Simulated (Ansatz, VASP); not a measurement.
# Mg in VASP and in Ansatz

File INCAR:

```
  PREC = Accurate
  ENCUT = 520
  EDIFF = 1E-6
  ISMEAR = 0
  SIGMA = 0.1
  LREAL = False
  LASPH = True
  NELM = 60
  ALGO = Normal
  ISIF = 2
  LWAVE = False
  LCHARG = False
  LDIPOL = True
  IDIPOL = 3
  DIPOL = 0.5 0.5 0.500
  GGA = PS
  IBRION = 2
  NSW = 80
  EDIFFG = -0.02
```

The input KPOINTS:

```
Automatic mesh
0
Gamma
  12 12 1
```

Contents of POSCAR:

```
Mg
1.0
    3.1881999953      0.0000000000      0.0000000000
   -1.5940999977      2.7610621883      0.0000000000
    0.0000000000      0.0000000000     25.2169317571
Mg
5
Direct
    0.3333333333      0.6666666667      0.2974192131
    0.6666666667      0.3333333333      0.3987096066
    0.3333333333      0.6666666667      0.5000000000
    0.6666666667      0.3333333333      0.6012903934
    0.3333333333      0.6666666667      0.7025807869
```

Input for Ansatz:

```yaml
crystal:
  lattice:
    - [3.1881999953, 0.0, 0.0]
    - [-1.5940999977, 2.7610621883, 0.0]
    - [0.0, 0.0, 25.2169317571]
  atoms:
    - { symbol: Mg, position: [0.3333333333, 0.6666666667, 0.2974192131] }
    - { symbol: Mg, position: [0.6666666667, 0.3333333333, 0.3987096066] }
    - { symbol: Mg, position: [0.3333333333, 0.6666666667, 0.5] }
    - { symbol: Mg, position: [0.6666666667, 0.3333333333, 0.6012903934] }
    - { symbol: Mg, position: [0.3333333333, 0.6666666667, 0.7025807869] }
basis:
  ecutwfc: 420
kpoints:
  mp_grid: { grid: [12, 12, 1] }
hamiltonian:
  xc: pbesol
scf:
  occupations: { method: gaussian, width: 0.1 }
output:
  forces: true
  eigenvalues: true
relax:
  adjacent_minimum: "off"
  f_tol: 0.02
  max_steps: 60
efield:
  axis: 3
  dipole_correction: true
```

Alike in both runs: task relaxation of the atoms; functional PBEsol; k mesh 12 × 12 × 1; occupations gaussian, width 0.1 eV; no spin polarisation.

|  | VASP | Ansatz |
| --- | --- | --- |
| version | VASP 6.6.1 | Ansatz 0.2.0 |
| potentials or method | VASP PAW PBE potentials, release 64 (Mg) | scalar-relativistic, plane waves, PAW |
| plane-wave cutoff (eV) | 520 | 420 |
| valence electrons in the cell | 10 | 50 |

```tsv
	VASP	Ansatz	Ansatz less VASP
gap on the k mesh at the Fermi level, each at its own relaxed structure (eV)	none	none	-
energy change over the relaxation (meV/atom)	-2	-2	-0.3
work function, face that differs most (eV)	3.73	3.81	+0.085
```

A gap of «none» marks a metal or a gap that the smearing closes. The two sets of potentials don't hold the same shells in valence.
